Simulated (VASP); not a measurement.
**K: relaxation of cell and atoms with PBEsol**

K:

```
K
1.0
    -2.61250    2.61250    2.61250
     2.61250   -2.61250    2.61250
     2.61250    2.61250   -2.61250
K
1
Direct
  0.00000 0.00000 0.00000
```

```json
{"Program": "VASP 6.6.1", "Task": "relaxation of cell and atoms", "Functional": "PBEsol", "Potentials or basis": "VASP PAW PBE potentials, release 64 (K_sv)", "Cutoff": "600 eV", "k mesh": "10 × 10 × 10", "Occupations": "methfessel-paxton, width 0.1 eV", "Spin": "no spin polarisation", "Further INCAR settings": "ALGO = Normal; EDIFF = 1e-07; IBRION = 2; EDIFFG = -0.005; NSW = 90; ISIF = 3"}
```

* Relaxed volume: 71.01 Å³/atom
* Relaxed cell: a = 4.518 Å, b = 4.518 Å, c = 4.518 Å, α = 109.47°, β = 109.47°, γ = 109.47°
* Space group after relaxing (to 0.05 Å): Im-3m (No. 229)
* Energy gained by relaxing: 0.0 meV/atom
* Ionic steps: 3
* Pressure after relaxing: 0.0 GPa
* Band gap on the k mesh: none (metal or under the smearing width)

Final structure:
```yaml
crystal:
  lattice:
    - [-2.60865, 2.60865, 2.60865]
    - [2.60865, -2.60865, 2.60865]
    - [2.60865, 2.60865, -2.60865]
  atoms:
    - { symbol: K, position: [0.00000, 0.00000, 0.00000] }
```

Levels at points of the mesh, in eV from the Fermi level:
```csv
k point,band 2,band 3,band 4,band 5,band 6,band 7,band 8
"(0.00, 0.00, 0.00)",-15.47,-15.47,-15.47,-2.20,4.33,4.33,4.33
"(0.50, 0.00, 0.00)",-15.55,-15.50,-15.47,0.45,0.71,3.18,4.96
"(0.50, 0.50, 0.50)",-15.53,-15.53,-15.53,1.66,1.66,3.57,3.57
```

It took 28 s on 2 MPI ranks on Intel(R) Xeon(R) Platinum 8259CL CPU @ 2.50GHz (Skylake/Cascade Lake) (shared host), peak memory 0.21 GiB a rank.

Caveat: the PAW data sets were made with another functional, which shifts forces and pressure a little.
